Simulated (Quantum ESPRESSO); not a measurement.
# C (Diamond): zone-centre phonons, part 2 of 2

Which modes does C (Diamond) have at the zone centre?

Quantum ESPRESSO 7.5; DFT LDA, scalar-relativistic, plane waves, PseudoDojo norm-conserving pseudopotentials.

So far. Step 2 (A first look): A gap of 4.1 eV opens on this mesh, so the crystal is taken as an insulator; the start stands at -11 GPa. Step 4 (Self-consistent run for the response): The cell stands at -0.24 GPa, close enough for stiff modes, while soft ones can move. The relaxed cell has a = 3.538 Å (conventional setting).

## (5) Linear response at Γ

At q = 0 one unit cell holds all displacements; symmetry groups them into irreducible representations that are solved one by one. The response to a field gives ε∞ and the Born charges, which polar modes need.

Input file ph.in:

```
phonons
&inputph
   prefix = 'x'
   outdir = './tmp'
   fildyn = 'g.dyn'
   tr2_ph = 1.0d-18
   epsil = .true.
/
0.000000000000 0.000000000000 0.000000000000
```

The run is started by

```bash
$ OMP_NUM_THREADS=1 mpirun -n 4 ph.x -nk 4 -in ph.in > ph.out
```

Output:

```text
[banners, grids, parts of the stress and lines that vanish by symmetry left out]
[banner, memory and clock lines left out]
Program PHONON v.7.5

     ./tmp/x.save/

     IMPORTANT: XC functional enforced from input :
     Exchange-correlation= PW
                           (   1   4   0   0   0   0   0)
     Any further DFT definition will be discarded
     Please, verify this is what you really want

     G-vector sticks info

     Reading collected, re-writing distributed wavefunctions in ./tmp/

     Number and degeneracy of irreps per q-point
       N         xq(1)         xq(2)         xq(3)   N irreps
       1   0.000000000   0.000000000   0.000000000       2
        3   3

     Calculation of q =    0.0000000   0.0000000   0.0000000

     phonons

     bravais-lattice index     =            0
     lattice parameter (alat)  =       4.7270  a.u.
     unit-cell volume          =      74.6844 (a.u.)^3
     number of atoms/cell      =            2
     number of atomic types    =            1
     kinetic-energy cut-off    =      82.0000  Ry
     charge density cut-off    =     328.0000  Ry
     convergence threshold     =      1.0E-18
     beta                      =       0.7000
     number of iterations used =            4
     Exchange-correlation= PW
                           (   1   4   0   0   0   0   0)

     celldm(1)=    4.72696  celldm(2)=    0.00000  celldm(3)=    0.00000
     celldm(4)=    0.00000  celldm(5)=    0.00000  celldm(6)=    0.00000

     crystal axes: (cart. coord. in units of alat)
               a(1) = (  0.0000  0.7071  0.7071 )
               a(2) = (  0.7071  0.0000  0.7071 )
               a(3) = (  0.7071  0.7071  0.0000 )

     reciprocal axes: (cart. coord. in units 2 pi/alat)
               b(1) = ( -0.7071  0.7071  0.7071 )
               b(2) = (  0.7071 -0.7071  0.7071 )
               b(3) = (  0.7071  0.7071 -0.7071 )

     Atoms inside the unit cell:

     Cartesian axes

     site n.  atom      mass           positions (alat units)
        1  C      12.0110   tau(    1) = (    0.00000    0.00000    0.00000  )
        2  C      12.0110   tau(    2) = (    0.35355    0.35355    0.35355  )

     Computing dynamical matrix for
                    q = (   0.0000000   0.0000000   0.0000000 )

     49 Sym.Ops. (with q -> -q+G )

     G cutoff =  185.6425  (   7583 G-vectors)     FFT grid: ( 32, 32, 32)
     number of k points=    47
                       cart. coord. in units 2pi/alat
        k(    1) = (   0.0000000   0.0000000   0.0000000), wk =   0.0020000
        k(    2) = (   0.0707107   0.0707107  -0.0707107), wk =   0.0160000
        k(    3) = (   0.1414214   0.1414214  -0.1414214), wk =   0.0160000
        [... further k-points left out ...]

     PseudoPot. # 1 for C  read from file:
     ./pseudo/C.upf
     Pseudo is Norm-conserving + core correction, Zval =  4.0
     Using radial grid of 1234 points,  4 beta functions with:
                l(1) =   0
                l(2) =   0
                l(3) =   1
                l(4) =   1

     Mode symmetry, O_h (m-3m)  point group:

     Electric field:
     Dielectric constant
     Born effective charges as d Force / d E

     Atomic displacements:
     There are    2 irreducible representations

     Representation     1      3 modes -  To be done

     Representation     2      3 modes -  To be done

     Alpha used in Ewald sum =   2.8000

     Electric Fields Calculation

      iter #   1   av.it.:   6.3
      thresh= 1.000E-02 alpha_mix =  0.700 |ddv_scf|^2 =  2.586E-08

      iter #   2   av.it.:  10.4
      thresh= 1.608E-05 alpha_mix =  0.700 |ddv_scf|^2 =  3.387E-10

      iter #   3   av.it.:  10.7
      thresh= 1.840E-06 alpha_mix =  0.700 |ddv_scf|^2 =  1.221E-11

      iter #   4   av.it.:  10.9
      thresh= 3.495E-07 alpha_mix =  0.700 |ddv_scf|^2 =  2.644E-14

      iter #   5   av.it.:  10.0
      thresh= 1.626E-08 alpha_mix =  0.700 |ddv_scf|^2 =  1.734E-18

      iter #   6   av.it.:  10.1
      thresh= 1.317E-10 alpha_mix =  0.700 |ddv_scf|^2 =  5.179E-20

     End of electric fields calculation

          Dielectric constant in cartesian axis

          (       5.714611891      -0.000000000      -0.000000000 )
          (      -0.000000000       5.714611891      -0.000000000 )
          (      -0.000000000       0.000000000       5.714611891 )

          Effective charges (d Force / dE) in cartesian axis without acoustic sum rule applied (asr)

           atom    1  C     Mean Z*:       -0.00121
      Ex  (       -0.00121       -0.00000       -0.00000 )
      Ey  (       -0.00000       -0.00121        0.00000 )
      Ez  (       -0.00000        0.00000       -0.00121 )
           atom    2  C     Mean Z*:       -0.00121
      Ex  (       -0.00121       -0.00000        0.00000 )
      Ey  (       -0.00000       -0.00121       -0.00000 )
      Ez  (        0.00000       -0.00000       -0.00121 )

          Effective charges Sum: Mean:       -0.00242
             -0.00242       -0.00000        0.00000
             -0.00000       -0.00242        0.00000
              0.00000        0.00000       -0.00242

          Effective charges (d Force / dE) in cartesian axis with asr applied:
           atom    1  C     Mean Z*:       -0.00000
      E*x (        0.00000       -0.00000       -0.00000 )
      E*y (       -0.00000        0.00000        0.00000 )
      E*z (       -0.00000        0.00000       -0.00000 )
           atom    2  C     Mean Z*:        0.00000
      E*x (        0.00000        0.00000        0.00000 )
      E*y (        0.00000        0.00000       -0.00000 )
      E*z (        0.00000       -0.00000        0.00000 )

     Representation #   1 modes #   1   2   3

     Self-consistent Calculation

      iter #   1   av.it.:   6.8
      thresh= 1.000E-02 alpha_mix =  0.700 |ddv_scf|^2 =  1.978E-07

      iter #   2   av.it.:  10.6
      thresh= 4.448E-05 alpha_mix =  0.700 |ddv_scf|^2 =  1.525E-09

      iter #   3   av.it.:  10.4
      thresh= 3.905E-06 alpha_mix =  0.700 |ddv_scf|^2 =  5.231E-11

      iter #   4   av.it.:  10.9
      thresh= 7.233E-07 alpha_mix =  0.700 |ddv_scf|^2 =  1.056E-13

      iter #   5   av.it.:  10.7
      thresh= 3.250E-08 alpha_mix =  0.700 |ddv_scf|^2 =  1.172E-16

      iter #   6   av.it.:  10.5
      thresh= 1.083E-09 alpha_mix =  0.700 |ddv_scf|^2 =  4.461E-18

      iter #   7   av.it.:  10.6
      thresh= 2.112E-10 alpha_mix =  0.700 |ddv_scf|^2 =  6.956E-21

     End of self-consistent calculation

     Convergence has been achieved

     Representation #   2 modes #   4   5   6

     Self-consistent Calculation

      iter #   1   av.it.:   7.1
      thresh= 1.000E-02 alpha_mix =  0.700 |ddv_scf|^2 =  1.276E-07

      iter #   2   av.it.:  11.0
      thresh= 3.571E-05 alpha_mix =  0.700 |ddv_scf|^2 =  1.115E-09

      iter #   3   av.it.:  11.1
      thresh= 3.339E-06 alpha_mix =  0.700 |ddv_scf|^2 =  6.015E-11

      iter #   4   av.it.:  11.3
      thresh= 7.756E-07 alpha_mix =  0.700 |ddv_scf|^2 =  1.249E-13

      iter #   5   av.it.:  11.1
      thresh= 3.534E-08 alpha_mix =  0.700 |ddv_scf|^2 =  2.805E-17

      iter #   6   av.it.:  10.2
      thresh= 5.296E-10 alpha_mix =  0.700 |ddv_scf|^2 =  1.998E-18

      iter #   7   av.it.:  10.9
      thresh= 1.413E-10 alpha_mix =  0.700 |ddv_scf|^2 =  2.521E-22

     End of self-consistent calculation

     Convergence has been achieved

     Number of q in the star =    1
     List of q in the star:
          1   0.000000000   0.000000000   0.000000000

          Dielectric constant in cartesian axis

          (       5.714611891      -0.000000000      -0.000000000 )
          (      -0.000000000       5.714611891      -0.000000000 )
          (      -0.000000000       0.000000000       5.714611891 )

          Effective charges (d Force / dE) in cartesian axis without acoustic sum rule applied (asr)

           atom    1  C     Mean Z*:       -0.00121
      Ex  (       -0.00121       -0.00000       -0.00000 )
      Ey  (       -0.00000       -0.00121        0.00000 )
      Ez  (       -0.00000        0.00000       -0.00121 )
           atom    2  C     Mean Z*:       -0.00121
      Ex  (       -0.00121       -0.00000        0.00000 )
      Ey  (       -0.00000       -0.00121       -0.00000 )
      Ez  (        0.00000       -0.00000       -0.00121 )

          Effective charges Sum: Mean:       -0.00242
             -0.00242       -0.00000        0.00000
             -0.00000       -0.00242        0.00000
              0.00000        0.00000       -0.00242

          Effective charges (d Force / dE) in cartesian axis with asr applied:
           atom    1  C     Mean Z*:       -0.00000
      E*x (        0.00000       -0.00000       -0.00000 )
      E*y (       -0.00000        0.00000        0.00000 )
      E*z (       -0.00000        0.00000       -0.00000 )
           atom    2  C     Mean Z*:        0.00000
      E*x (        0.00000        0.00000        0.00000 )
      E*y (        0.00000        0.00000       -0.00000 )
      E*z (        0.00000       -0.00000        0.00000 )

     Diagonalizing the dynamical matrix

     q = (    0.000000000   0.000000000   0.000000000 )

 **************************************************************************
     freq (    1) =      -0.031514 [THz] =      -1.051193 [cm-1]
     freq (    2) =      -0.031514 [THz] =      -1.051193 [cm-1]
     freq (    3) =      -0.031514 [THz] =      -1.051193 [cm-1]
     freq (    4) =      39.632175 [THz] =    1321.987046 [cm-1]
     freq (    5) =      39.632175 [THz] =    1321.987046 [cm-1]
     freq (    6) =      39.632175 [THz] =    1321.987046 [cm-1]
 **************************************************************************

     Mode symmetry, O_h (m-3m)  point group:

     freq (   1-   3) =         -1.1  [cm-1]   --> T_1u G_15  G_4- I
     freq (   4-   6) =       1322.0  [cm-1]   --> T_2g G_25' G_5+ R
```

Wall time 37 s (4 MPI ranks of Intel Xeon at 2.50GHz (Skylake/Cascade Lake), shared host).

Read from the output:

```yaml
miss_of_the_charge_sum_rule: 0.00242 e
largest_acoustic_frequency_at_the_zone_centre_before_the_sum_rule: -1.05 cm⁻¹
highest_optical_zone_centre_mode_no_lo_to_term: 1322 cm⁻¹
lowest_optical_zone_centre_mode: 1322 cm⁻¹
mean_high_frequency_dielectric_constant: 5.715
```

Born charge (rows field, columns displacement), before the sum rule (e), principal values of the symmetric part by kind of site:

```tsv
atom	atoms with these values	low	middle	high	mean
C1	2	-0.0012	-0.0012	-0.0012	-0.0012
```

In full for C1:

```
-0.0012  0.0000  0.0000
 0.0000 -0.0012  0.0000
 0.0000  0.0000 -0.0012
```

High-frequency dielectric tensor:

```
5.71 0.00 0.00
0.00 5.71 0.00
0.00 0.00 5.71
```

The acoustic modes at Γ come out as far as 1.1 cm⁻¹ from zero, where they should vanish, a small numerical error; the Born charges miss their sum rule by 0.0024 e, which is good.

## (6) Zone-centre analysis

A rigid shift of the crystal must cost nothing, but grids and finite bases break this; the acoustic sum rule is imposed before the matrix is diagonalised again.

Input file dynmat.in:

```
&input
   fildyn = 'g.dyn'
   asr = 'simple'
   fileig = 'dynmat.eig'
   lperm = .true.
/
```

The run is started by

```bash
$ dynmat.x -in dynmat.in > dynmat.out
```

Output:

```text
[banner, memory and clock lines left out]
Program DYNMAT v.7.5

     Reading Dynamical Matrix from file g.dyn
     ...Force constants read
     ...epsilon and Z* read
     A direction for q was not specified:TO-LO splitting will be absent

     Polarizability (A^3 units)
     multiply by 0.388872 for Clausius-Mossotti correction
         4.152117   -0.000000   -0.000000
        -0.000000    4.152117    0.000000
        -0.000000   -0.000000    4.152117

     IR activities are in (D/A)^2/amu units

# mode   [cm-1]    [THz]      IR
    1      0.00    0.0000    0.0000
    2      0.00    0.0000    0.0000
    3      0.00    0.0000    0.0000
    4   1321.99   39.6322    0.0000
    5   1321.99   39.6322    0.0000
    6   1321.99   39.6322    0.0000

Electronic dielectric permittivity tensor (relative, adimensional)
         5.714612   -0.000000   -0.000000
        -0.000000    5.714612    0.000000
        -0.000000   -0.000000    5.714612

 ... with zone-center polar mode contributions
         5.714612    0.000000    0.000000
         0.000000    5.714612    0.000000
         0.000000    0.000000    5.714612
```

Run time: 0.82 s. Hardware: 1 thread.

Unit eigenvectors of the mass-weighted matrix after the sum rule; no LO-TO term. Modes at Γ:

```tsv
mode	frequency (cm⁻¹)	symmetry
1	0.0	acoustic
2	0.0	acoustic
3	0.0	acoustic
4	1322.0	T2g
5	1322.0	T2g
6	1322.0	T2g
```

Displacements in mode 5 (1322.0 cm⁻¹), the largest set to 1:
```
C1   0.00  0.00  1.00
C2   0.00  0.00 -1.00
```

The rule moves no optical mode by more than 0.1 cm⁻¹.

## (7) Outcome

```json
{"space group after relaxation": "Fd-3m", "volume per atom": "5.53 Å³", "gap on the k-mesh": "4.24 eV", "highest optical zone-centre mode (no LO-TO term)": "1322 cm⁻¹", "mean high-frequency dielectric constant": "5.71", "imaginary optical modes at the zone centre (no q mesh in this session)": "none"}
```

What this shows: At the LDA level the optical modes of C (Diamond) at the zone centre lie at 1322 cm⁻¹. Left out of this account: PBE with PseudoDojo NC, since it is gradient-corrected and no frozen-mode check or second program bears its response out; PBEsol with PseudoDojo NC, since it is gradient-corrected and no frozen-mode check or second program bears its response out. What is said of the levels holds for those shown. These are harmonic frequencies at zero temperature: anharmonic shifts and linewidths and thermal expansion are left out.

Computed beside measured:

```
                                      quantity  measured  LDA PseudoDojo norm-conserving, Quantum ESPRESSO
                        lattice constant a (Å)   3.56718                                    3.538 (-0.8 %)
Raman mode, first-order diamond Raman … (cm⁻¹)   1331.19                                     1322 (-0.7 %)
```

Measured values from pmc:9813686 (2023) and pmc:8537231 (2021).

Verdict: The lattice constant a is off by -0.8 %: fair agreement. The Raman mode is off by -0.7 %: good agreement. The grades are ours: good and fair within 0.7 and 1.5 % for the lattice constant a and 3 and 7 % for the Raman mode. 1 further measured lines are left out: they lack a usable label, or no computed mode of their label or degeneracy could be paired (by label, or within 15 % without labels). Zero-point motion and thermal expansion (measured at up to 300 K) are not in the computed lattice constants and Raman mode.

[Host names and launcher messages were left out of these logs when they were recorded.]

[Logs are printed without paths, hosts, clocks, repeated set-up lines and the standing remarks that a program may print on its own settings, such as how far it seeks lower states.]

[Hosts, paths, dates, database ids (printed as entryN), source tags and the programs' standing remarks are cut or masked in the printed files.]
